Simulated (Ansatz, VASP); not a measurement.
Given: the input of a run of Ansatz 0.2.0 on Si.

Contents of input:

```
crystal:
  lattice:
    - [2.53211, 0.0, 0.0]
    - [0.0, 2.53211, 0.0]
    - [0.0, 0.0, 2.53211]
  atoms:
    - { symbol: Si, position: [0.5, 0.5, 0.5] }
hamiltonian:
  xc: hse06
  pseudopotentials: { kind: paw }
kpoints:
  mp_grid: { grid: [5, 5, 5] }
scf:
  occupations: { method: fermi_dirac, width: 0.05 }
output:
  forces: true
  stress: true
  eigenvalues: true
relax:
  f_tol: 0.01
  max_steps: 40
  cell: { stress_tol: 0.05 }
```

Task: Set up the same calculation for VASP 6.6.1. Potentials there: VASP PAW PBE potentials, release 64 (Si).

Result: As run (the cutoff follows the program's own potentials):

The input POSCAR:

```
Si
1.0
    2.5321100000      0.0000000000      0.0000000000
    0.0000000000      2.5321100000      0.0000000000
    0.0000000000      0.0000000000      2.5321100000
Si
1
Direct
    0.5000000000      0.5000000000      0.5000000000
```

File INCAR.step1:

```
ALGO = Normal
EDIFF = 1E-5
ENCUT = 600
GGA = PE
ISMEAR = -1
LASPH = T
LCHARG = F
LREAL = F
LWAVE = T
NBANDS = 8
NELM = 80
PREC = Accurate
SIGMA = 0.05
```

The input INCAR.step2:

```
ALGO = Normal
EDIFF = 1E-6
EDIFFG = -0.01
ENCUT = 600
GGA = PE
HFSCREEN = 0.2079
IBRION = 2
ISIF = 3
ISMEAR = -1
ISTART = 1
LASPH = T
LCHARG = F
LHFCALC = T
LREAL = F
LWAVE = F
NELM = 80
NSW = 60
PREC = Accurate
PRECFOCK = Normal
SIGMA = 0.05
```

The input KPOINTS:

```
k-points
0
Gamma
  5 5 5
```

Potentials or basis: VASP PAW PBE potentials, release 64 (Si).

Launch:

```console
$ cat potpaw_PBE.64/Si/POTCAR > POTCAR
$ cp INCAR.step1 INCAR
$ mpirun -np 1 vasp_std > vasp.out
$ cp INCAR.step2 INCAR
$ mpirun -np 1 vasp_std > vasp.out
```

Both were run:

|  | VASP | Ansatz | Ansatz less VASP |
| --- | --- | --- | --- |
| gap on the k mesh at the Fermi level, each at its own relaxed structure (eV) | none | none | - |
| relaxed volume (Å³/atom) | 16.42 | 16.47 | +0.045 |
| relaxed cell length with the largest relative difference (Å) | 2.542 | 2.544 | +0.0023 |
| energy change over the relaxation (meV/atom) | -1 | -1 | -0.4 |

A gap of «none» marks a metal or a gap that the smearing closes.

Caveats: the k mesh is coarse (spacing up to 0.50 Å⁻¹), so the values aren't converged, least of all with exact exchange; the PAW data sets were made with another functional, which shifts forces and pressure a little (VASP); the plane-wave basis is chosen anew once the cell has moved, so the energies of steps on either side of that aren't comparable (Ansatz); the PAW data sets come from PBE, with cores solved anew for the run's functional, which leaves a small shift of forces and pressure (Ansatz).
